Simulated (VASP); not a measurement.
## WC (Qusongite): relaxation of cell and atoms with PBE+D3(BJ)

WC (Qusongite):

```
W C
1.0
     2.90650    0.00000    0.00000
    -1.45325    2.51710    0.00000
     0.00000    0.00000    2.83660
W C
1 1
Direct
  0.99752 0.99819 0.99559
  0.65551 0.33988 0.50414
```

```
Program                : VASP 6.6.1
Task                   : relaxation of cell and atoms
Functional             : PBE
Dispersion             : D3(BJ)
Potentials or basis    : VASP PAW PBE potentials, release 64 (W_sv, C)
Cutoff                 : 600 eV
k mesh                 : 8 × 8 × 7
Occupations            : tetrahedron
Spin                   : no spin polarisation
Dipole correction      : no
Further INCAR settings : ALGO = Normal; EDIFF = 1e-06; IBRION = 2; EDIFFG = -0.01; NSW = 60; ISIF = 3
```

```json
{
  "Relaxed volume": "10.36 Å³/atom",
  "Relaxed cell": "a = 2.905 Å, b = 2.905 Å, c = 2.835 Å, α = 90.02°, β = 89.98°, γ = 119.94°",
  "Space group after relaxing (to 0.05 Å)": "P-6m2 (No. 187)",
  "Energy gained by relaxing": "9.1 meV/atom",
  "Ionic steps": "9",
  "Pressure after relaxing": "0.0 GPa",
  "Band gap on the k mesh": "none (metal or under the smearing width)",
  "Dispersion energy per atom": "-0.462 eV"
}
```

Forces on the atoms (eV/Å):
```
W   -0.002  0.001  0.002
C    0.002 -0.001 -0.002
```

Stress tensor (GPa, compression positive):
```
 0.02 -0.03 -0.06
-0.03 -0.01  0.03
-0.06  0.03  0.11
```

The path:
```csv
step,energy change (eV),largest force (eV/Å),pressure (GPa),volume (Å³)
1,0.0000,0.7299,-0.13,20.75
2,-0.0103,0.3765,0.15,20.73
3,-0.0166,0.0663,-0.22,20.74
4,-0.0182,0.0515,0.61,20.70
5,-0.0182,0.0187,0.53,20.70
6,-0.0183,0.0065,0.31,20.71
7,-0.0183,0.0050,0.31,20.71
8,-0.0182,0.0055,-0.69,20.76
9,-0.0183,0.0029,0.04,20.72
```

Final structure:
```
W C
1.0
     2.90468    0.00144    0.00041
    -1.45109    2.51623   -0.00041
     0.00041   -0.00023    2.83465
W C
1 1
Direct
  0.99337 0.00218 0.99984
  0.65966 0.33588 0.49989
```

Levels at points of the mesh, in eV from the Fermi level:
```
           k point  band 7  band 8  band 9  band 10  band 11  band 12
(0.00, 0.00, 0.00)   -3.29   -3.28    0.16     3.29     3.30     5.68
(0.50, 0.00, 0.00)   -3.56   -3.52   -0.40     2.40     4.59     4.94
(0.00, 0.50, 0.00)   -3.56   -3.52   -0.40     2.40     4.59     4.94
(0.50, 0.50, 0.00)   -3.55   -3.52   -0.42     2.39     4.59     4.95
```

It took 2.7 min on 1 thread of AMD EPYC 9R45 96-Core Processor (Zen 5) (shared host), peak memory 0.21 GiB.

Caveat: pairwise dispersion overbinds metals, which lowers pressure and volume; tetrahedron occupations give inexact forces and stress in metals. Spin-orbit coupling is left out, which matters for the levels of W.
